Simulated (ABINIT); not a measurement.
The system is BN.

```
CELL_PARAMETERS angstrom
2.49824 0.00000 0.00000
-1.24912 2.16354 0.00000
0.00000 0.00000 6.63570
ATOMIC_POSITIONS crystal
N 0.66667 0.33333 0.25000
N 0.33333 0.66667 0.75000
B 0.66667 0.33333 0.75000
B 0.33333 0.66667 0.25000
```

Program: ABINIT 10.8.3 (patched build). Alike in all runs: no spin polarisation; cell as given; smearing fermi-dirac 0.05 eV.

Question: Order these runs on this cell by their band gap on the k mesh, lowest first.
A. level revPBE; potentials or basis JTH PAW PBE v2.0; k mesh 12 × 12 × 4; cutoff (eV) 707; fine-grid cutoff 1306.15 eV; mesh quality not flagged
B. level r2SCAN; potentials or basis JTH PAW PBE v2.0; k mesh 7 × 7 × 2; cutoff (eV) 844; fine-grid cutoff 1442.2 eV; mesh quality coarse
C. level LDA; potentials or basis PseudoDojo NC SR LDA v0.4 stringent; k mesh 12 × 12 × 4; cutoff (eV) 1143; mesh quality not flagged
D. level r2SCAN; potentials or basis JTH PAW PBE v2.0; k mesh 10 × 10 × 3; cutoff (eV) 844; fine-grid cutoff 1442.2 eV; mesh quality not flagged

Answer: C (4.13 eV), A (4.36 eV), D (4.81 eV), B (5.09 eV).

Caveats: some runs use coarse meshes; the atomic spheres overlap (some runs); an odd mesh through Γ misses points on the zone boundary, where band edges often lie (some runs).

A k mesh can miss the band edges, odd and even meshes differently.
